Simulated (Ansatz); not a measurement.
Input and command of a plane-wave DFT calculation in Ansatz:

```yaml
crystal:
  lattice:
    - [8.5299012124, 2.8433004041, 0.0]
    - [2.8433004041, -8.5299012124, 0.0]
    - [-5.6866008082, 2.8433004041, -7.1064215764]
  atoms:
    - { symbol: Br, position: [0.1, 0.7, 0.0] }
    - { symbol: Br, position: [0.55, 0.85, 0.5] }
    - { symbol: Br, position: [0.4, 0.8, 0.0] }
    - { symbol: Br, position: [0.85, 0.95, 0.5] }
    - { symbol: Br, position: [0.7, 0.9, 0.0] }
    - { symbol: Br, position: [0.05, 0.35, 0.5] }
    - { symbol: Br, position: [0.35, 0.45, 0.5] }
    - { symbol: Br, position: [0.2, 0.4, 0.0] }
    - { symbol: Br, position: [0.65, 0.55, 0.5] }
    - { symbol: Br, position: [0.5, 0.5, 0.0] }
    - { symbol: Br, position: [1.1, 0.7, 0.5] }
    - { symbol: Br, position: [0.8, 0.6, 0.0] }
    - { symbol: Br, position: [0.15, 0.05, 0.5] }
    - { symbol: Br, position: [0.0, 0.0, 0.0] }
    - { symbol: Br, position: [0.45, 0.15, 0.5] }
    - { symbol: Br, position: [0.3, 0.1, 0.0] }
    - { symbol: Br, position: [0.75, 0.25, 0.5] }
    - { symbol: Br, position: [0.6, 0.2, 0.0] }
    - { symbol: Br, position: [0.9, 0.3, 1.0] }
basis:
  ecutwfc: 420
kpoints:
  mp_grid: { grid: [4, 4, 4] }
hamiltonian:
  xc: pbe
  dispersion: d3bj
scf:
  occupations: { method: gaussian, width: 0.1 }
output:
  forces: true
  stress: true
  eigenvalues: true
  write_density: true
  write_potential: true
  elf: true
  volumetric_format: npy
relax:
  adjacent_minimum: "off"
  f_tol: 0.02
  max_steps: 60
  escape_saddle: false
```

```bash
ansatz run input.yaml --threads 4 --pin off --max-ram 9216MiB --backend cpu --events-out ev --progress --plain --runs-dir out
```

Processor: Arm Neoverse V1, 4 threads, on a host shared with other jobs.

Q: How long does it run, and how much memory does it take?

A: About 6.3 min on 4 threads of Arm Neoverse V1 (shared host), peak memory 1.9 GiB. It solves 86 bands at 24 k points (the mesh reduced by the symmetry that the task leaves, which can be less than the crystal's) with about 11235 plane waves, in 97 SCF iterations over 13 ionic steps.
